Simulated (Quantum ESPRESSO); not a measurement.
**KI: dielectric tensor and Born charges under several settings**

```xyz
2
Lattice="0.0000 3.5328 3.5328 3.5328 0.0000 3.5328 3.5328 3.5328 0.0000" Properties=species:S:1:pos:R:3 pbc="T T T"
I     3.5328    3.5328    3.5328
K     0.0000    0.0000    0.0000
```

All runs used Quantum ESPRESSO 7.5; k mesh 6 × 6 × 6, shifted; given cell; no spin polarisation; occupations smeared at first, fixed for the response.

```csv
level,potentials,cutoff (eV),pressure (GPa),ε∞ (diagonal),Born charge of atom 1 (e)
LDA,PseudoDojo 0.4.1 SR LDA standard,980,-1.3,2.95,-1.14
PBE,PseudoDojo 0.4.1 SR PBE standard,1007,?,?,?
PBEsol,PseudoDojo 0.4.1 SR PBEsol standard,1007,-0.3,2.91,-1.14
WC,PseudoDojo 0.4.1 SR PBE standard,1007,-0.1,2.93,-1.14
BLYP,PseudoDojo 0.4.1 SR PBE standard,1007,1.4,2.84,-1.14
AM05,PseudoDojo 0.4.1 SR PBE standard,1007,0.4,2.88,-1.15
```

Question: What stands in the row left open?

Answer: Pressure 0.6 GPa; ε∞ 2.88; Born charge of atom 1 -1.14 e.

Caveats: the potentials were made for another functional, which shifts forces and pressure (some runs).
